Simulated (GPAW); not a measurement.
Runs of GPAW 26.7.0 on Al. It takes space group P6_3/mmc (No. 194, hexagonal). The conventional cell has a = 2.812 Å, b = 2.812 Å, c = 4.867 Å, α = 90.00°, β = 90.00°, γ = 120.00°. Al (site symmetry -6m2) is surrounded by 12 Al at 2.81 to 2.93 Å. This isn't the form of Al at room conditions, which is fcc.

| level | gap on the mesh (eV) | pressure (GPa) | relaxed volume (Å³/atom) |
| --- | --- | --- | --- |
| PBEsol+D3 | none | 0.1 | 16.01 |
| PBEsol+D3(BJ) | none | -0.1 | (a) |
| PBEsol+D4 | none | 0.1 | (b) |
| PBEsol+D3(BJ)+ATM | none | 0.0 | 15.79 |
| PBEsol | none | 0.0 | 16.34 |

Alike in all rows: task relaxation of cell and atoms; potentials or basis PAW data sets generated in the run's folder for this functional, pw; no spin polarisation; cell relaxed; k mesh 11 × 11 × 6; cutoff (eV) 600; smearing fermi-dirac 0.05 eV.

**Question.** Estimate the missing entries.

**Answer.** (a) 15.74; (b) 15.95.

Caveats: later steps reuse the first step's grids; pairwise dispersion overbinds metals, which lowers pressure and volume (some runs).

A k mesh can miss the band edges.

A gap of «none» marks a metal or a gap under the smearing width.

Not every run made on this cell is shown here.
